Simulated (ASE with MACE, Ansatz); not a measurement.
# Adsorption of WF6 on MoS2: energy and structure

How much energy does the adsorption of WF6 on MoS2 release or cost, and how far does that hang on the level of theory?

Calculated with Ansatz 0.2.0: Kohn-Sham DFT, PBE+D3(BJ), PAW (set soft_2), plane waves; cutoff 420 eV, fermi-dirac smearing of 0.025 eV (for the slabs). Every cell is relaxed with this functional, then solved at fixed geometry with r2SCAN+D4, PBE+D3(BJ) on a denser mesh, PBE, RPBE+D3(BJ) and HSE06+D3(BJ). Cutoffs: 420 eV for PBE+D3(BJ), PBE, RPBE+D3(BJ) and HSE06+D3(BJ); 500 eV for r2SCAN+D4.

**The cells**

The cell holds 48 atoms: 16 Mo and 32 S. Its edges and angles: a = 12.720 Å, b = 12.720 Å, c = 19.130 Å, α = 90.0°, β = 90.0°, γ = 120.0°. It derives from MoS2. The starting structure: One layer of 2H-MoS2, 4 x 4 cells (lattice constants typed as starting values near PBE's), about 15 Å of vacuum, lower atoms held. Vacuum lies along c.

- WF6 on MoS2: one whole molecule of WF6 lowered over a top site, eased by MACE.

Molecules sit alone in boxes of 14 to 15 Å, at Γ at every level, with a smearing of 0.01 eV.

The input of the single point on the relaxed bare surface:

```yaml
crystal:
  lattice:
    - [12.72, 0.0, 0.0]
    - [-6.36, 11.01584, 0.0]
    - [0.0, 0.0, 19.13]
  atoms:
    - { symbol: Mo, position: [1.0, 0.0, 0.13408] }
    - { symbol: S, position: [0.16667, 0.08333, 0.21548] }
    - { symbol: S, position: [0.16667, 0.08333, 0.05268] }
    - { symbol: Mo, position: [0.0, 0.25, 0.13408] }
    [... 42 atom lines left out ...]
    - { symbol: S, position: [0.91667, 0.83333, 0.21548] }
    - { symbol: S, position: [0.91667, 0.83333, 0.05268] }
kpoints:
  mp_grid: { grid: [1, 1, 1] }
hamiltonian:
  xc: pbe
  dispersion: d3bj
scf:
  occupations: { method: fermi_dirac, width: 0.025 }
output:
  forces: true
  populations: true
  dos:
    method: { smearing: { sigma: 0.08 } }
    de: 0.1
    projected:
      site_lists:
        Mo: [Mo]
        S: [S]
        slab: [... 48 sites ...]
  eigenvalues: true
  write_density: true
  write_potential: true
  volumetric_format: npy
```

| cell | formula | k-mesh | relaxation steps | gain on relaxing (eV) | free energy, PBE+D3(BJ) (eV) | Kohn-Sham gap (eV) | time of its runs on this page |
| --- | --- | --- | --- | --- | --- | --- | --- |
| MoS2 | Mo16S32 | 1×1×1 | 3 | 0.02 | -108221.055 | 2.17 | 7.9 min |
| WF6 on MoS2 | Mo16WS32F6 | 1×1×1 | 4 | 0.18 | -123458.890 | 0.54 | 12 min |
| WF6 | WF6 | 1×1×1 | 4 | 0.11 | -15237.513 | 5.30 | 65 s |

The gap is that between the highest filled and lowest empty Kohn-Sham level; a dash marks none computed or no clear gap. Times come from shared hosts and are rough.

**Reaction energies**

Products less reactants, from the free energies above and their like at the other levels, in eV; negative values release energy:

| change | PBE+D3(BJ) | r2SCAN+D4 | PBE+D3(BJ), denser mesh | PBE | RPBE+D3(BJ) | HSE06+D3(BJ) |
| --- | --- | --- | --- | --- | --- | --- |
| adsorption of WF6 | -0.32 | -0.25 | -0.32 | 0.03 | -0.37 | -0.43 |

Worked for the first row at PBE+D3(BJ): (-123458.890) − (-108221.055) − (-15237.513) = -0.322 eV (from unrounded energies).

**What the relaxations did**

Bonds are pairs closer than 1.18 times the sum of covalent radii, pairs of two metal atoms left out; a bond counts as made or broken only if it crosses from under that bound to over 1.3 times, or back. All concern the added atoms.

| cell | bonds to the surface at the end | nearest contact (Å) | made in DFT | broken in DFT | largest move (Å) |
| --- | --- | --- | --- | --- | --- |
| WF6 on MoS2 | none | F–S 3.35 | none | none | 0.08 |

**Findings**

The change releases 0.32 eV at PBE+D3(BJ). The molecule stays whole, with no bond to the surface by this rule. At the same geometries the levels give -0.43 (HSE06+D3(BJ)) to 0.03 eV (PBE), so its sign hangs on the dispersion term, the denser mesh leaves it within 0.01 eV and the D3 term supplies -0.35 eV of it. The starting surface has a Kohn-Sham gap of 2.17 eV; with WF6 on MoS2 it falls to 0.54 eV, so the added atoms bring levels into the gap.

Limits: These are static energies with no barriers, zero-point energy or heat. Where a gas molecule is taken up, its entropy is lost, which at room temperature and above is worth several tenths of an eV to over 1 eV a molecule and isn't counted. All slabs, the starting one too, were first eased by a machine-learned potential, and one starting arrangement a cell was relaxed; others may lie lower. Only one face is changed, and the cells carry no dipole correction. Levels with D3 or D4 differ in the size of their dispersion terms as well as in the functional. In some runs the program notes that positions were snapped to a detected symmetry and the exchange-correlation potential is rough where the density is thin. A 4×4 hexagonal cell on a 1×1×1 mesh doesn't sample the K point, where such monolayers often have their band edges, so gaps on such meshes can lie too high.

[Logs are printed without paths, hosts, clocks, repeated set-up lines and the standing remarks that a program may print on its own settings, such as how far it seeks lower states.]

[Hosts, paths, dates, database ids (printed as entryN), source tags and the programs' standing remarks are cut or masked in the printed files.]
